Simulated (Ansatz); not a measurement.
Input, command and steps of an Ansatz relaxation.

```yaml
crystal:
  lattice:
    - [2.5307457263, 1.4611267264, 4.4541330506]
    - [-2.5307457263, 1.4611267264, 4.4541330506]
    - [0.0, -2.9222534527, 4.4541330506]
  atoms:
    - { symbol: Li, position: [0.25, 0.25, 0.25] }
    - { symbol: Li, position: [0.75, 0.75, 0.75] }
    - { symbol: Nb, position: [0.0, 0.0, 0.0] }
    - { symbol: Nb, position: [0.5, 0.5, 0.5] }
    - { symbol: O, position: [0.1203126813, 0.3796873187, 0.75] }
    - { symbol: O, position: [0.75, 0.1203126813, 0.3796873187] }
    - { symbol: O, position: [0.3796873187, 0.75, 0.1203126813] }
    - { symbol: O, position: [0.25, 0.8796873187, 0.6203126813] }
    - { symbol: O, position: [0.8796873187, 0.6203126813, 0.25] }
    - { symbol: O, position: [0.6203126813, 0.25, 0.8796873187] }
basis:
  ecutwfc: 420
kpoints:
  mp_grid: { grid: [6, 6, 6] }
hamiltonian:
  xc: pbe
scf:
  occupations: { method: gaussian, width: 0.02 }
output:
  forces: true
  stress: true
  eigenvalues: true
  write_density: true
  write_potential: true
  elf: true
  volumetric_format: npy
relax:
  adjacent_minimum: "off"
  f_tol: 0.01
  max_steps: 30
  cell: { stress_tol: 0.1, fix: [volume] }
```

```bash
ansatz run input.yaml --threads 2 --pin off --max-ram 5120MiB --backend cpu --events-out ev --progress --plain --runs-dir out
```

Method: DFT PBE, scalar-relativistic, plane waves, PAW (Ansatz 0.2.0).

The volume is held at 0.91 times that of the relaxed cell.

Of 5 frames 4 are shown, positions in Å and forces in eV/Å; the SCF threshold varies from step to step. Steps run on the plane waves of an earlier cell, with a Pulay correction in the pressure. The basis is chosen afresh for the last frame, the zero of the energies, and at times for earlier ones too; energy and pressure step there, also at an unchanged geometry.

```xyz
10
Lattice="2.5307 1.4611 4.4541 -2.5307 1.4611 4.4541 0.0000 -2.9223 4.4541" Properties=species:S:1:pos:R:3:forces:R:3 pbc="T T T" step=1 free_energy_over_end_meV_per_atom=2.01 pressure_GPa=19.28
Li    0.0000    0.0000    3.3406    0.0000    0.0000    0.0000
Li    0.0000    0.0000   10.0218    0.0000    0.0000    0.0000
Nb    0.0000    0.0000    0.0000    0.0000    0.0000    0.0000
Nb    0.0000    0.0000    6.6812    0.0000    0.0000    0.0000
O    -0.6564   -1.4611    5.5677   -0.2795    0.0000    0.0000
O     1.5936    0.1621    5.5677    0.1397   -0.2420    0.0000
O    -0.9372    1.2990    5.5677    0.1397    0.2420    0.0000
O    -1.5936   -0.1621    7.7947   -0.1397    0.2420    0.0000
O     0.6564    1.4611    7.7947    0.2795    0.0000    0.0000
O     0.9372   -1.2990    7.7947   -0.1397   -0.2420    0.0000
10
Lattice="2.5401 1.4665 4.4214 -2.5401 1.4665 4.4214 0.0000 -2.9331 4.4214" Properties=species:S:1:pos:R:3:forces:R:3 pbc="T T T" step=2 free_energy_over_end_meV_per_atom=0.49 pressure_GPa=17.79
Li    0.0000    0.0000    3.3160    0.0000    0.0000    0.0000
Li    0.0000    0.0000    9.9481    0.0000    0.0000    0.0000
Nb    0.0000    0.0000    0.0000    0.0000    0.0000    0.0000
Nb    0.0000    0.0000    6.6321    0.0000    0.0000    0.0000
O    -0.6741   -1.4665    5.5267   -0.0921    0.0000    0.0000
O     1.6071    0.1494    5.5267    0.0460   -0.0797    0.0000
O    -0.9330    1.3171    5.5267    0.0460    0.0797    0.0000
O    -1.6071   -0.1494    7.7374   -0.0460    0.0797    0.0000
O     0.6741    1.4665    7.7374    0.0921    0.0000    0.0000
O     0.9330   -1.3171    7.7374   -0.0460   -0.0797    0.0000
10
Lattice="2.5315 1.4616 4.4513 -2.5315 1.4616 4.4513 0.0000 -2.9232 4.4513" Properties=species:S:1:pos:R:3:forces:R:3 pbc="T T T" step=3 free_energy_over_end_meV_per_atom=0.01 pressure_GPa=17.15
Li    0.0000    0.0000    3.3385    0.0000    0.0000    0.0000
Li    0.0000    0.0000   10.0155    0.0000    0.0000    0.0000
Nb    0.0000    0.0000    0.0000    0.0000    0.0000    0.0000
Nb    0.0000    0.0000    6.6770    0.0000    0.0000    0.0000
O    -0.6814   -1.4616    5.5642    0.0178    0.0000    0.0000
O     1.6065    0.1406    5.5642   -0.0089    0.0154    0.0000
O    -0.9251    1.3209    5.5642   -0.0089   -0.0154    0.0000
O    -1.6065   -0.1406    7.7899    0.0089   -0.0154    0.0000
O     0.6814    1.4616    7.7899   -0.0178    0.0000    0.0000
O     0.9251   -1.3209    7.7899    0.0089    0.0154    0.0000
10
Lattice="2.5329 1.4624 4.4465 -2.5329 1.4624 4.4465 0.0000 -2.9247 4.4465" Properties=species:S:1:pos:R:3:forces:R:3 pbc="T T T" step=5 free_energy_over_end_meV_per_atom=0.00 pressure_GPa=17.25
Li    0.0000    0.0000    3.3349    0.0000    0.0000    0.0000
Li    0.0000    0.0000   10.0047    0.0000    0.0000    0.0000
Nb    0.0000    0.0000    0.0000    0.0000    0.0000    0.0000
Nb    0.0000    0.0000    6.6698    0.0000    0.0000    0.0000
O    -0.6803   -1.4624    5.5582   -0.0004    0.0000    0.0000
O     1.6066    0.1421    5.5582    0.0002   -0.0004    0.0000
O    -0.9263    1.3203    5.5582    0.0002    0.0004    0.0000
O    -1.6066   -0.1421    7.7815   -0.0002    0.0004    0.0000
O     0.6803    1.4624    7.7815    0.0004    0.0000    0.0000
O     0.9263   -1.3203    7.7815   -0.0002   -0.0004    0.0000
```

The run took 41 s on 2 threads of Arm Neoverse N1 (shared host), peak memory 0.46 GiB.